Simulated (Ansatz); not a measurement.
The cell below belongs to a search over invented structures; it isn't taken from experiment.

Input and command of a plane-wave DFT calculation in Ansatz:

```yaml
crystal:
  lattice:
    - [-1.77144548, 2.22227627, 2.96603814]
    - [1.77144548, -2.22227627, 2.96603814]
    - [1.77144548, 2.22227627, -2.96603814]
  atoms:
    - { symbol: Hf, position: [0.76065739, 0.76065739, 0.0] }
    - { symbol: Hf, position: [0.23934261, 0.23934261, 0.0] }
    - { symbol: O, position: [0.5, 0.5, 0.0] }
basis:
  ecutwfc: 420
kpoints:
  mp_grid: { grid: [7, 7, 7] }
hamiltonian:
  xc: pbe
scf:
  occupations: { method: gaussian, width: 0.2 }
  lower_state_search: "off"
output:
  forces: true
  stress: true
  eigenvalues: true
relax:
  adjacent_minimum: "off"
  f_tol: 0.08
  max_steps: 16
  cell: { stress_tol: 0.8 }
```

```bash
ansatz run input.yaml --threads 1 --pin off --max-ram 2560MiB --backend cpu --events-out ev --progress --plain --runs-dir out
```

Processor: Intel(R) Xeon(R) 6975P-C (Granite Rapids), 1 thread, on a host shared with other jobs.

Task: How long does it run, and how much memory does it take?

Result: About 64 s, peak memory 0.49 GiB. It solves 35 bands at 64 k points (after reduction by symmetry) with about 1289 plane waves (on the last cell), in 124 SCF iterations over 16 ionic steps.
